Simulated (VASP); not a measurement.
Crystal: SnO2 (Cassiterite).

```
CELL_PARAMETERS angstrom
4.77140 0.00000 0.00000
0.00000 4.77140 0.00000
0.00000 0.00000 3.21659
ATOMIC_POSITIONS crystal
Sn 0.00000 0.00000 0.00000
Sn 0.50000 0.50000 0.50000
O 0.30626 0.30626 0.00000
O 0.19374 0.80626 0.50000
O 0.69374 0.69374 0.00000
O 0.80626 0.19374 0.50000
```

Base run:

- Program: VASP 6.6.1
- Functional: r2SCAN
- Potentials or basis: VASP PAW PBE potentials, release 64 (Sn_d, O)
- Cutoff: 520 eV
- k mesh: 6 × 6 × 8
- Occupations: gaussian, width 0.03 eV
- Spin: no spin polarisation

Its results: band gap on the k mesh 1.68 eV, direct; pressure -1.0 GPa; largest force 0.039 eV/Å.

The run is repeated on the same cell with these changes: functional from r2SCAN to LDA; potentials or basis from VASP PAW PBE potentials, release 64 (Sn_d, O) to VASP PAW LDA potentials, release 64 (Sn_d, O). What comes out?

Band gap on the k mesh 0.87 eV, direct; pressure -4.7 GPa; largest force 0.041 eV/Å.

Caveats: spin-orbit coupling is left out, which moves the levels of the heavy elements; the PAW data sets were made with another functional, which shifts forces and pressure a little (some runs).
